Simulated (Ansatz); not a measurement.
**CoO under changes of volume**

One of the cells (9.578 Å³/atom); the others are scaled copies at fixed shape and fractional positions:

```
Co O
1.0
     1.50547    0.86918    2.43993
    -1.50547    0.86918    2.43993
     0.00000   -1.73837    2.43993
Co O
1 1
Direct
  0.00000 0.00000 0.00000
  0.50000 0.50000 0.50000
```

The cell is a database's computed one.

| Property | Result |
| --- | --- |
| Program | Ansatz 0.2.0 |
| Functional | LDA |
| Potentials or basis | Ansatz PAW |
| Cutoff | 420 eV (not typed: the program's choice for these potentials) |
| k mesh | 11 × 11 × 11 |
| Occupations | fermi-dirac, width 0.05 eV |
| Spin | collinear spin, ferromagnetic start |
| Starting moments | [2.0, 0.0] μB |

| volume (Å³/atom) | energy over the lowest point (meV/atom) | pressure (GPa) | moment (μB per cell) |
| --- | --- | --- | --- |
| 9.003 | 0.00 | -10.8 | 2.48 |
| 9.195 | 13.64 | -12.4 | 2.70 |
| 9.387 | 29.65 | -15.1 | 2.80 |
| 9.578 | 49.36 | -17.8 | 2.85 |
| 9.770 | 72.24 | -20.3 | 2.91 |
| 9.961 | 97.90 | -22.5 | 2.95 |
| 10.153 | ? | ? | ? |

What does the run at 10.153 Å³/atom give?

Energy over the lowest point 126.06 meV/atom; pressure -24.7 GPa; moment 2.98 μB per cell.

Worked out: A Birch-Murnaghan fit of order 3 (a polynomial in V^(-2/3)) to the other rows has no minimum within the range. It gives 127.08 meV/atom at 10.153 Å³/atom, against the run's 126.06, and -dE/dV = -25.6 GPa, against -24.7. A parabola through the other rows of the moment, of slope -0.239 μB per Å³/atom there, extrapolates to 2.91 μB, against the run's 2.98.

Energies are extrapolated to zero smearing.

Caveats: a cell with one magnetic atom can't hold antiferromagnetic order, which such compounds often take; the PAW data sets come from PBE, with cores solved anew for the run's functional, which leaves a small shift of forces and pressure.
